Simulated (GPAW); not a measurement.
# Rh (Fm-3m) in GPAW: elastic constants with SOGGA

Aim: the elastic constants of Rh with SOGGA.

Everything below comes from runs of GPAW 26.7.0. Logs are shortened: lines on timing, memory, paths and dates and some standing lists are left out, and cuts for length are marked. The log counts tension as positive stress, the text compression.

**1. Starting point**

It takes space group Fm-3m (No. 225, cubic). Conventional cell: a = 3.796 Å, b = 3.796 Å, c = 3.796 Å, α = 90.00°, β = 90.00°, γ = 90.00°. Around Rh (site symmetry m-3m) lie 12 Rh at 2.68 Å.

**2. Elastic constants, SOGGA, 13.67 Å³/atom**

File run.py:

```python
import json
import numpy as np
import spglib
from ase.constraints import FixSymmetry
from ase.filters import FrechetCellFilter
from ase.io import read, write
from ase.optimize import BFGS
from ase.stress import full_3x3_to_voigt_6_stress, voigt_6_to_full_3x3_strain, voigt_6_to_full_3x3_stress
from ase.units import GPa
from gpaw import GPAW, PW, setup_paths

setup_paths.insert(0, '.')

atoms = read('POSCAR')

calc = GPAW(mode=PW(600),
            xc='GGA_X_SOGGA+GGA_C_PBE_SOL',
            kpts={'size': (12, 12, 12), 'gamma': True},
            occupations={'name': 'marzari-vanderbilt', 'width': 0.1},
            nbands=21,
            convergence={'density': 1e-06, 'forces': 0.0001, 'eigenstates': 1e-09},
            maxiter=60,
            txt='gpaw.txt')
atoms.calc = calc
atoms.set_constraint(FixSymmetry(atoms))
BFGS(FrechetCellFilter(atoms), trajectory='relax.traj', logfile='-').run(fmax=0.005, steps=40)
atoms.set_constraint()
energy = atoms.get_potential_energy()
forces = atoms.get_forces()
stress = atoms.get_stress()
calc.write('gs.gpw')
write('result.traj', atoms)
print('Cell:', atoms.cell.cellpar().round(4))
print(atoms.get_scaled_positions().round(5))

gpts = tuple(int(n) for n in calc.get_number_of_grid_points())
cell = atoms.cell[:].T
dataset = spglib.get_symmetry((atoms.cell[:], atoms.get_scaled_positions(), atoms.numbers), symprec=1e-4)
rotations = [cell @ w @ np.linalg.inv(cell) for w in dataset['rotations']]
strains, clamped, relaxed = [], [], []
for v in [0, 3]:
    for e in (-0.005, 0.005):
        voigt = np.zeros(6)
        voigt[v] = e
        F = voigt_6_to_full_3x3_strain(voigt)
        a = atoms.copy()
        a.set_cell(atoms.cell[:] @ F, scale_atoms=True)
        c = GPAW(mode=PW(600),
                 xc='GGA_X_SOGGA+GGA_C_PBE_SOL',
                 kpts={'size': (12, 12, 12), 'gamma': True},
                 occupations={'name': 'marzari-vanderbilt', 'width': 0.1},
                 nbands=21,
                 convergence={'density': 1e-06, 'forces': 0.0001, 'eigenstates': 1e-09},
                 maxiter=60,
                 gpts=gpts,
                 txt=f'strain-{v}{e:+.3f}.txt')
        a.calc = c
        s0 = s1 = a.get_stress() - stress
        print(v, e, 'clamped', (s0 / GPa).round(3), 'relaxed', (s1 / GPa).round(3), flush=True)
        for R in rotations:  # images under the point group
            eps = R @ (F - np.eye(3)) @ R.T
            strains.append(full_3x3_to_voigt_6_stress(eps) * [1, 1, 1, 2, 2, 2])
            for s, rows in ((s0, clamped), (s1, relaxed)):
                rows.append(full_3x3_to_voigt_6_stress(R @ voigt_6_to_full_3x3_stress(s) @ R.T))

C0, C = (np.linalg.lstsq(np.array(strains), np.array(s), rcond=None)[0].T / GPa for s in (clamped, relaxed))
print('Clamped-ion Cij (GPa):')
print(C0.round(1))
print('Relaxed-ion Cij (GPa):')
print(C.round(1))
json.dump({'clamped': C0.tolist(), 'relaxed': C.tolist()}, open('elastic.json', 'w'))
```

File POSCAR:

```
Rh
1.0
    0.0000000000      1.8978500000      1.8978500000
    1.8978500000      0.0000000000      1.8978500000
    1.8978500000      1.8978500000      0.0000000000
Rh
1
Direct
    0.0000000000      0.0000000000      0.0000000000
```

Potentials or basis: PAW data sets generated in the run's folder for this functional, pw.

The run is started by

```bash
$ gpaw-setup -f GGA_X_SOGGA+GGA_C_PBE_SOL Rh
$ OMP_NUM_THREADS=1 python run.py
```

gpaw.txt:

```text
__  _  _
 | _ |_)|_||  |
 |__||  | ||/\| - 26.7.0

Input parameters:
  mode=PW(ecut=600.0),
  convergence={'density': 1e-06, 'forces': 0.0001, 'eigenstates': 1e-09},
  kpts=MonkhorstPack(size=(12, 12, 12), gamma=True),
  maxiter=60,
  nbands=21,
  occupations=Occupations(name='marzari-vanderbilt', width=0.1),
  xc=XC(name='GGA_X_SOGGA+GGA_C_PBE_SOL')

Diagonalizing LCAO Hamiltonian
Converting LCAO to pw mode

       Rh

Atoms  # Å, Bohr magnetons
|   | symbol |        x |        y |        z |    initial magnetic moments |
|---|--------|----------|----------|----------|-----------------------------|
| 0 |     Rh | 0.000000 | 0.000000 | 0.000000 | ( 0.0000,  0.0000,  0.0000) |

Unit cell  # Å
| periodic |        x |        y |        z |  lengths |    angles |
|----------|----------|----------|----------|----------|-----------|
|      yes | 0.000000 | 1.897850 | 1.897850 | 2.683965 | 60.000000 |
|      yes | 1.897850 | 0.000000 | 1.897850 | 2.683965 | 60.000000 |
|      yes | 1.897850 | 1.897850 | 0.000000 | 2.683965 | 60.000000 |

Number of symmetries: 48
Symmetry operations  # r_c * U_cc + t_c -> r_c
|    | kind |            matrix            |
|----|------|------------------------------|
|  0 |  σ   |  1, 0, 0,  1, 0,-1,  1,-1, 0 |
|  1 |  C2  |  1, 0, 0,  1,-1, 0,  1, 0,-1 |
|  2 |  E   |  1, 0, 0,  0, 1, 0,  0, 0, 1 |
|  3 |  σ   |  1, 0, 0,  0, 0, 1,  0, 1, 0 |
|  4 |  C4  |  1, 0,-1,  1, 0, 0,  1,-1, 0 |
|  5 |  S6  |  1, 0,-1,  1,-1, 0,  1, 0, 0 |
|  6 |  σ   |  1, 0,-1,  0, 1,-1,  0, 0,-1 |
|  7 |  C3  |  1, 0,-1,  0, 0,-1,  0, 1,-1 |
|  8 |  S6  |  1,-1, 0,  1, 0, 0,  1, 0,-1 |
|  9 |  C4  |  1,-1, 0,  1, 0,-1,  1, 0, 0 |
| 10 |  C3  |  1,-1, 0,  0,-1, 1,  0,-1, 0 |
[... 134 lines left out ...]
convergence criteria:
- Maximum integral of absolute [dens]ity change: 1e-06 electrons / valence electron
- Maximum change in the atomic [forces] across last 2 cycles: 0.0001 eV/Ang OR
Maximum error relative to the maximum force is below inf
- Maximum integral of absolute [eigenst]ate change: 1e-09 eV^2 / valence electron
- Maximum [total energy] change in last 3 cyles: 0.0005 eV / valence electron
maximum number of iterations: 60

SCF iterations
|iter     | |      energy | eigst |  dens |force |
|---------|-|-------------|-------|-------|------|
|iter:   1| |   -8.910284 | -0.12 |       |      |
|iter:   2| |   -8.763169 | -3.19 | -1.08 |      |
|iter:   3| |   -8.242693 | -2.55 | -1.13 |      |
|iter:   4| |   -8.237908 | -4.60 | -2.30 |      |
|iter:   5| |   -8.236106c| -4.48 | -2.50 |      |
|iter:   6| |   -8.236107c| -6.60 | -3.60 |      |
|iter:   7| |   -8.236107c| -6.71 | -3.80 |      |
|iter:   8| |   -8.236107c| -9.53c| -5.23 |      |
|iter:   9| |   -8.236107c|-10.61c| -5.84 |      |
|iter:  10| |   -8.236107c|-12.25c| -6.77c|      |
|iter:  11| |   -8.236107c|-12.94c| -7.25c|-25.64c|

Converged in 11 steps
Energy contributions relative to reference atoms: (reference = -130069.149664)

Energy contributions:
  Kinetic:          -5.657704
  Coulomb:           2.996831
  Zero:             -0.072935
  External:          0.000000
  Xc:               -5.501271
  Entropy:          -0.001029
  Spinorbit:         0.000000
  ----------------------------
  Free energy:      -8.236107
  Extrapolated:     -8.236107

dipole moment: (-11.531028, -11.531028, -11.531028)  # |e|*Ang
[... 6 lines left out ...]
|          1 |       -34.565 |     2.000 |
|          2 |       -34.565 |     2.000 |
|          3 |         3.715 |     2.000 |
|          4 |         8.665 |     2.000 |
|          5 |         8.665 |     2.000 |
[... 9 lines left out ...]
|         15 |        43.896 |     0.000 |
|         16 |        43.896 |     0.000 |
|        ... |               |           |
|         20 |        57.544 |     0.000 |

No gap
No difference between direct/indirect transitions

Stress tensor  # eV/Ang^3
|         x |         y |         z |
|-----------|-----------|-----------|
|  0.011677 | -0.000000 | -0.000000 |
| -0.000000 |  0.011677 | -0.000000 |
| -0.000000 | -0.000000 |  0.011677 |

Forces  # eV/Ang
|        x |       y |       z |
|----------|---------|---------|
| -0.00000 | 0.00000 | 0.00000 |  # Rh   0

Interpolating wave functions to new cell

       Rh

Atoms  # Å, Bohr magnetons
|   | symbol |        x |        y |        z |    initial magnetic moments |
|---|--------|----------|----------|----------|-----------------------------|
| 0 |     Rh | 0.000000 | 0.000000 | 0.000000 | ( 0.0000,  0.0000,  0.0000) |

Unit cell  # Å
| periodic |        x |        y |        z |  lengths |    angles |
|----------|----------|----------|----------|----------|-----------|
|      yes | 0.000000 | 1.893527 | 1.893527 | 2.677851 | 60.000000 |
|      yes | 1.893527 | 0.000000 | 1.893527 | 2.677851 | 60.000000 |
|      yes | 1.893527 | 1.893527 | 0.000000 | 2.677851 | 60.000000 |

Number of symmetries: 48
Symmetry operations  # r_c * U_cc + t_c -> r_c
|    | kind |            matrix            |
|----|------|------------------------------|
|  0 |  σ   |  1, 0, 0,  1, 0,-1,  1,-1, 0 |
|  1 |  C2  |  1, 0, 0,  1,-1, 0,  1, 0,-1 |
|  2 |  E   |  1, 0, 0,  0, 1, 0,  0, 0, 1 |
|  3 |  σ   |  1, 0, 0,  0, 0, 1,  0, 1, 0 |
|  4 |  C4  |  1, 0,-1,  1, 0, 0,  1,-1, 0 |
|  5 |  S6  |  1, 0,-1,  1,-1, 0,  1, 0, 0 |
|  6 |  σ   |  1, 0,-1,  0, 1,-1,  0, 0,-1 |
|  7 |  C3  |  1, 0,-1,  0, 0,-1,  0, 1,-1 |
|  8 |  S6  |  1,-1, 0,  1, 0, 0,  1, 0,-1 |
|  9 |  C4  |  1,-1, 0,  1, 0,-1,  1, 0, 0 |
| 10 |  C3  |  1,-1, 0,  0,-1, 1,  0,-1, 0 |
[... 134 lines left out ...]
convergence criteria:
- Maximum integral of absolute [dens]ity change: 1e-06 electrons / valence electron
- Maximum change in the atomic [forces] across last 2 cycles: 0.0001 eV/Ang OR
Maximum error relative to the maximum force is below inf
- Maximum integral of absolute [eigenst]ate change: 1e-09 eV^2 / valence electron
- Maximum [total energy] change in last 3 cyles: 0.0005 eV / valence electron
maximum number of iterations: 60

SCF iterations
|iter     | |      energy | eigst |  dens |force |
|---------|-|-------------|-------|-------|------|
|iter:   1| |   -8.237986 | -2.74 |       |      |
|iter:   2| |   -8.237642 | -6.56 | -2.39 |      |
|iter:   3| |   -8.236559c| -5.37 | -2.45 |      |
|iter:   4| |   -8.236589c| -7.03 | -3.30 |      |
|iter:   5| |   -8.236609c| -6.80 | -3.59 |      |
|iter:   6| |   -8.236609c| -8.56 | -4.60 |      |
|iter:   7| |   -8.236609c| -9.21c| -4.88 |      |
|iter:   8| |   -8.236609c|-10.87c| -6.44c|      |
|iter:   9| |   -8.236609c|-11.56c| -6.78c|-26.30c|

Converged in 9 steps
Energy contributions relative to reference atoms: (reference = -130069.149664)

Energy contributions:
  Kinetic:          -4.994925
  Coulomb:           2.449346
  Zero:             -0.074420
  External:          0.000000
  Xc:               -5.615555
  Entropy:          -0.001055
  Spinorbit:         0.000000
  ----------------------------
  Free energy:      -8.236609
  Extrapolated:     -8.236609

dipole moment: (-11.506488, -11.506488, -11.506488)  # |e|*Ang
[... 6 lines left out ...]
|          1 |       -34.449 |     2.000 |
|          2 |       -34.449 |     2.000 |
|          3 |         3.791 |     2.000 |
|          4 |         8.759 |     2.000 |
|          5 |         8.759 |     2.000 |
[... 9 lines left out ...]
|         15 |        44.174 |     0.000 |
|         16 |        44.174 |     0.000 |
|        ... |               |           |
|         20 |        58.036 |     0.000 |

No gap
No difference between direct/indirect transitions

Stress tensor  # eV/Ang^3
|         x |         y |         z |
|-----------|-----------|-----------|
| -0.000634 | -0.000000 | -0.000000 |
| -0.000000 | -0.000634 |  0.000000 |
| -0.000000 |  0.000000 | -0.000634 |

Forces  # eV/Ang
|       x |        y |       z |
|---------|----------|---------|
| 0.00000 | -0.00000 | 0.00000 |  # Rh   0

Interpolating wave functions to new cell

       Rh

Atoms  # Å, Bohr magnetons
|   | symbol |        x |        y |        z |    initial magnetic moments |
|---|--------|----------|----------|----------|-----------------------------|
| 0 |     Rh | 0.000000 | 0.000000 | 0.000000 | ( 0.0000,  0.0000,  0.0000) |

Unit cell  # Å
| periodic |        x |        y |        z |  lengths |    angles |
|----------|----------|----------|----------|----------|-----------|
|      yes | 0.000000 | 1.893748 | 1.893748 | 2.678164 | 60.000000 |
|      yes | 1.893748 | 0.000000 | 1.893748 | 2.678164 | 60.000000 |
|      yes | 1.893748 | 1.893748 | 0.000000 | 2.678164 | 60.000000 |

Number of symmetries: 48
Symmetry operations  # r_c * U_cc + t_c -> r_c
|    | kind |            matrix            |
|----|------|------------------------------|
|  0 |  σ   |  1, 0, 0,  1, 0,-1,  1,-1, 0 |
|  1 |  C2  |  1, 0, 0,  1,-1, 0,  1, 0,-1 |
|  2 |  E   |  1, 0, 0,  0, 1, 0,  0, 0, 1 |
|  3 |  σ   |  1, 0, 0,  0, 0, 1,  0, 1, 0 |
|  4 |  C4  |  1, 0,-1,  1, 0, 0,  1,-1, 0 |
|  5 |  S6  |  1, 0,-1,  1,-1, 0,  1, 0, 0 |
|  6 |  σ   |  1, 0,-1,  0, 1,-1,  0, 0,-1 |
|  7 |  C3  |  1, 0,-1,  0, 0,-1,  0, 1,-1 |
|  8 |  S6  |  1,-1, 0,  1, 0, 0,  1, 0,-1 |
|  9 |  C4  |  1,-1, 0,  1, 0,-1,  1, 0, 0 |
| 10 |  C3  |  1,-1, 0,  0,-1, 1,  0,-1, 0 |
[... 134 lines left out ...]
convergence criteria:
- Maximum integral of absolute [dens]ity change: 1e-06 electrons / valence electron
- Maximum change in the atomic [forces] across last 2 cycles: 0.0001 eV/Ang OR
Maximum error relative to the maximum force is below inf
- Maximum integral of absolute [eigenst]ate change: 1e-09 eV^2 / valence electron
- Maximum [total energy] change in last 3 cyles: 0.0005 eV / valence electron
maximum number of iterations: 60

SCF iterations
|iter     | |      energy | eigst |  dens |force |
|---------|-|-------------|-------|-------|------|
|iter:   1| |   -8.236614 | -5.31 |       |      |
|iter:   2| |   -8.236613 | -9.14c| -3.69 |      |
|iter:   3| |   -8.236610c| -7.91 | -3.74 |      |
|iter:   4| |   -8.236610c| -9.58c| -4.60 |      |
|iter:   5| |   -8.236611c| -9.27c| -4.85 |      |
|iter:   6| |   -8.236611c| -9.71c| -5.90 |      |
|iter:   7| |   -8.236611c| -9.98c| -6.18c|      |
|iter:   8| |   -8.236611c|-11.63c| -7.73c|-26.56c|

Converged in 8 steps
Energy contributions relative to reference atoms: (reference = -130069.149664)

Energy contributions:
  Kinetic:          -5.029204
  Coulomb:           2.477658
  Zero:             -0.074343
  External:          0.000000
  Xc:               -5.609668
  Entropy:          -0.001054
  Spinorbit:         0.000000
  ----------------------------
  Free energy:      -8.236611
  Extrapolated:     -8.236611

dipole moment: (-11.507744, -11.507744, -11.507744)  # |e|*Ang
[... 6 lines left out ...]
|          1 |       -34.455 |     2.000 |
|          2 |       -34.455 |     2.000 |
|          3 |         3.787 |     2.000 |
|          4 |         8.754 |     2.000 |
|          5 |         8.754 |     2.000 |
[... 9 lines left out ...]
|         15 |        44.160 |     0.000 |
|         16 |        44.160 |     0.000 |
|        ... |               |           |
|         20 |        58.011 |     0.000 |

No gap
No difference between direct/indirect transitions

Stress tensor  # eV/Ang^3
|        x |        y |        z |
|----------|----------|----------|
| 0.000007 | 0.000000 | 0.000000 |
| 0.000000 | 0.000007 | 0.000000 |
| 0.000000 | 0.000000 | 0.000007 |

Forces  # eV/Ang
|       x |       y |       z |
|---------|---------|---------|
| 0.00000 | 0.00000 | 0.00000 |  # Rh   0

# Writing to gs.gpw (mode='')
```

Run time: 4.2 min. Hardware: 1 thread of Intel Xeon Platinum 8259CL at 2.50GHz (Skylake/Cascade Lake), shared host; peak memory 0.23 GiB.

What came out:

| Property | Result |
| --- | --- |
| Free energy | -8.2366 eV |
| Relaxed volume | 13.58 Å³/atom |
| Relaxed cell | a = 2.678 Å, b = 2.678 Å, c = 2.678 Å, α = 60.00°, β = 60.00°, γ = 60.00° |
| Space group after relaxing (to 0.05 Å) | Fm-3m (No. 225) |
| Pressure after relaxing | 0.0 GPa |
| Band gap on the k mesh | none (metal or under the smearing width) |
| Elastic constants C11, C12, C44 | 476, 201, 225 GPa |
| Voigt bulk modulus | 293 GPa |
| Bulk modulus (Hill) | 293 GPa |
| Shear modulus (Hill) | 185 GPa |
| Young's modulus | 458 GPa |
| Poisson's ratio (from the elastic constants) | 0.24 |

Caveat: the density grid can change from cell to cell, which puts small steps into energies and stress; this smearing can pin the Fermi level at a band edge; elastic constants of metals need much finer meshes, so these are rough.

**3. For comparison**

An earlier run on the cell as given: functional PBE; potentials or basis GPAW PAW data sets (gpaw-data 1.2.1); cutoff 600 eV; basis pw; k mesh 12 × 12 × 12; occupations fermi-dirac, width 0.05 eV; no spin polarisation.

- Pressure: 9.3 GPa
- Band gap on the k mesh: none (metal or under the smearing width)
